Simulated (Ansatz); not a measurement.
Input and command of a calculation in Ansatz (plane waves; scalar-relativistic PAW potentials unless the input names others):

```yaml
crystal:
  lattice:
    - [0.0, 3.0082039303, 3.0082039303]
    - [3.0082039303, 0.0, 3.0082039303]
    - [3.0082039303, 3.0082039303, 0.0]
  atoms:
    - { symbol: Sn, position: [0.0, 0.0, 0.0] }
    - { symbol: Se, position: [0.5, 0.5, 0.5] }
basis:
  ecutwfc: 420
kpoints:
  mp_grid: { grid: [10, 10, 10] }
hamiltonian:
  xc: pbe
  dispersion: d3bj
scf:
  occupations: { method: gaussian, width: 2.0 }
  max_iter: 50
output:
  forces: true
  eigenvalues: true
  stress: true
```

```bash
ansatz run input.yaml --threads 1 --pin off --max-ram 3072MiB --backend cpu --events-out ev --progress --plain --runs-dir out
```

Abridged log:
```
Basis set: ecut = 420 eV, 1067 PW (Γ), exchange–correlation on 60×60×60 points (8 copies of the dense FFT grid, shifted against one another)
Bands: 24, of which v1, the nominal top of the filled ones, is band 15 counted from 1 (14 counted from 0)
Symmetry: 48 space group operations
k-points: 47 of 1000
SCF iter   1: F=—  HF=-11495.511680 eV  |F-HF|=—  |Δ(HF+E_count)|=         —  Δρ=6.53e-3  dr2=4.55e-2  ethr=1.77e-3  ⟨swp⟩=5.6  Hψ=4966  notcnv=0
SCF iter   2: F=—  HF=-11495.502571 eV  |F-HF|=—  |Δ(HF+E_count)|=   9.11e-3  Δρ=3.38e-3  dr2=1.28e-2  ethr=1.52e-4  ⟨swp⟩=1.0  Hψ=1504  notcnv=0
SCF iter   3: F=—  HF=-11495.499527 eV  |F-HF|=—  |Δ(HF+E_count)|=   3.04e-3  Δρ=8.70e-4  dr2=5.00e-4  ethr=4.27e-5  ⟨swp⟩=2.1  Hψ=1381  notcnv=0
SCF iter   4: F=—  HF=-11495.499500 eV  |F-HF|=—  |Δ(HF+E_count)|=   2.67e-5  Δρ=4.19e-4  dr2=5.58e-5  ethr=1.67e-6  ⟨swp⟩=2.0  Hψ=1860  notcnv=0
SCF iter   5: F=—  HF=-11495.499551 eV  |F-HF|=—  |Δ(HF+E_count)|=   5.11e-5  Δρ=9.31e-5  dr2=4.65e-6  ethr=1.86e-7  ⟨swp⟩=2.0  Hψ=1931  notcnv=0
SCF iter   6: F=—  HF=-11495.499551 eV  |F-HF|=—  |Δ(HF+E_count)|=   5.48e-7  Δρ=3.95e-5  dr2=1.01e-6  ethr=1.55e-8  ⟨swp⟩=2.0  Hψ=1845  notcnv=0
SCF iter   7: F=—  HF=-11495.499552 eV  |F-HF|=—  |Δ(HF+E_count)|=   1.21e-6  Δρ=1.81e-5  dr2=2.71e-7  ethr=3.38e-9  ⟨swp⟩=2.4  Hψ=1733  notcnv=0
SCF iter   8: F=-11495.499552 eV  HF=-11495.499552 eV  |F-HF|=8.98e-9  |Δ(HF+E_count)|=   3.65e-7  Δρ=5.19e-6  dr2=2.34e-8  ethr=3.33e-10  ⟨swp⟩=6.0  Hψ=4964  notcnv=0
SCF 1 converged in 8 iterations: F = -11495.499552 eV  dr2 = 2.34e-8
SCF converged after 8 iterations
Free energy (F): -11495.499552 eV
Harris-Foulkes:  -11495.499552 eV  (|F-HF|=8.98e-9)
Internal energy: -11493.812489 eV  (E = F + TS)
E sigma→0 (E₀):  -11494.656021 eV
Entropy (-TS):   -1.687063 eV (-843.532 meV/atom)
Fermi energy:    9.247980 eV
  E_disp       = -0.708087  (pairwise vdW)
--- Forces (eV/Å), atoms counted from 1 ---
  atom   1  Sn     0.00000000     0.00000000     0.00000000
  atom   2  Se     0.00000000     0.00000000     0.00000000
--- Stress (GPa, compression-positive) ---
       -0.100302       0.000000       0.000000
        0.000000      -0.100302       0.000000
        0.000000       0.000000      -0.100302
  P = ⅓ Tr σ = -0.1003 GPa (-1.003 kbar)
```

Find the fault.

The fault is a smearing of electronvolts (scf.occupations: {"method": "fixed"} → {"method": "gaussian", "width": 2.0}, the first being the value of the sound run). Setting it back cures it. The run converged all the same, with an energy at zero smearing 104 meV/atom above the reference's, pressure -0.10 GPa, largest force 0.000 eV/Å, gap on the mesh 0.49 eV, so convergence alone doesn't show that an input is right. A reference run on usual settings, whose relaxation ended at this geometry, converged, and the end of its own relaxation has pressure -1.01 GPa, largest force 0.000 eV/Å, gap on the mesh 0.50 eV (its cell was held, or driven to that pressure on purpose).

It took 7 s on 1 thread of Intel(R) Xeon(R) Processor @ 2.50GHz (Skylake/Cascade Lake) (shared host), peak memory 0.38 GiB.